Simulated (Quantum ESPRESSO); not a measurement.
Input of a Quantum ESPRESSO 7.5 run:

pw.in

```
&CONTROL
  calculation = 'vc-relax'
  prefix = 'pwscf'
  outdir = './tmp'
  pseudo_dir = './pseudo'
  tprnfor = .true.
  tstress = .true.
  disk_io = 'low'
  nstep = 40
  forc_conv_thr = 0.0004
  etot_conv_thr = 1d-05
/
&SYSTEM
  ibrav = 0
  nat = 1
  ntyp = 1
  ecutwfc = 66
  nbnd = 13
  occupations = 'smearing'
  smearing = 'fd'
  degauss = 0.00367493
/
&ELECTRONS
  conv_thr = 2d-10
  electron_maxstep = 120
  mixing_beta = 0.5
/
&IONS
  ion_dynamics = 'bfgs'
/
&CELL
  cell_dynamics = 'bfgs'
  press = 0
  press_conv_thr = 0.3
/
ATOMIC_SPECIES
Bi   208.9804 Bi_ONCV_PBE-1.2.upf
CELL_PARAMETERS bohr
  -3.7443610401    3.7443610401    3.7443610401
   3.7443610401   -3.7443610401    3.7443610401
   3.7443610401    3.7443610401   -3.7443610401
ATOMIC_POSITIONS bohr
Bi     0.0000000000    0.0000000000    0.0000000000
K_POINTS automatic
9 9 9 0 0 0
```

Potentials or basis: SG15 PBE 1.2.

Run with:

```bash
$ OMP_NUM_THREADS=1 pw.x -in pw.in > pw.out
```

Predict the relaxed cell.

a = 3.450 Å, b = 3.450 Å, c = 3.450 Å, α = 109.47°, β = 109.47°, γ = 109.47°.

What does it give for the relaxed volume?

31.60 Å³/atom.

Step by step:
```tsv
step	energy change (eV)	largest force (eV/Å)	pressure (GPa)	volume (Å³)
1	0.0000	0.0000	0.85	31.12
2	-0.0006	0.0000	0.60	31.25
3	-0.0010	0.0000	0.34	31.40
4	-0.0013	0.0000	0.01	31.59
5	-0.0013	0.0000	0.00	31.60
```
